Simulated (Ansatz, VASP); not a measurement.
# Two plane-wave programs on W

Contents of INCAR:

```
SYSTEM = W
  PREC = Accurate
  ENCUT = 520
  EDIFF = 1E-8
  ISMEAR = -1
  SIGMA = 0.05
  LREAL = .FALSE.
  LASPH = .TRUE.
  NELM = 60
  ALGO = Normal
  ISIF = 2
  LWAVE = .FALSE.
  LCHARG = .FALSE.
  GGA = CA
  LEFG = .TRUE.
  NBANDS = 13
```

The input KPOINTS:

```
regular mesh
0
G
  14 14 14
  0 0 0
```

File POSCAR:

```
W
1.0
    0.0000000000      2.0632846043      2.0632846043
    2.0632846043      0.0000000000      2.0632846043
    2.0632846043      2.0632846043      0.0000000000
W
1
Direct
    0.0000000000      0.0000000000      0.0000000000
```

Input for Ansatz:

```yaml
crystal:
  lattice:
    - [0.0, 2.0632846043, 2.0632846043]
    - [2.0632846043, 0.0, 2.0632846043]
    - [2.0632846043, 2.0632846043, 0.0]
  atoms:
    - { symbol: W, position: [0.0, 0.0, 0.0] }
kpoints:
  mp_grid: { grid: [14, 14, 14] }
scf:
  occupations: { method: fermi_dirac, width: 0.05 }
hamiltonian:
  xc: lda
  pseudopotentials: { kind: paw }
output:
  forces: true
  stress: true
  eigenvalues: true
  efg: { contact_densities: true }
```

Change from the starting cell: volume scaled by 1.05, PAW files.

Alike in both runs: task electric field gradients; functional LDA; k mesh 14 × 14 × 14; occupations fermi-dirac, width 0.05 eV; no spin polarisation.

```csv
,VASP,Ansatz
version,VASP 6.6.1,Ansatz 0.2.0
potentials or method,"VASP PAW LDA potentials, release 64 (W_sv)","PAW with Ansatz's default frozen-core files, scalar-relativistic"
plane-wave cutoff (eV),520,420
valence electrons in the cell,14,14
```

```csv
,VASP,Ansatz,Ansatz less VASP
pressure (GPa),-27.0,-28.2,-1.16
Vzz of the field gradient on the site that differs most (V/Å²),0.0,0.0,0.00
```

Ansatz warned: «gradients_without_spin_orbit».

Caveats: so large a pressure means that the cell lies far from this level's equilibrium, or that cutoff or potentials fall short (VASP). Spin-orbit coupling is left out, which matters for the levels of W.
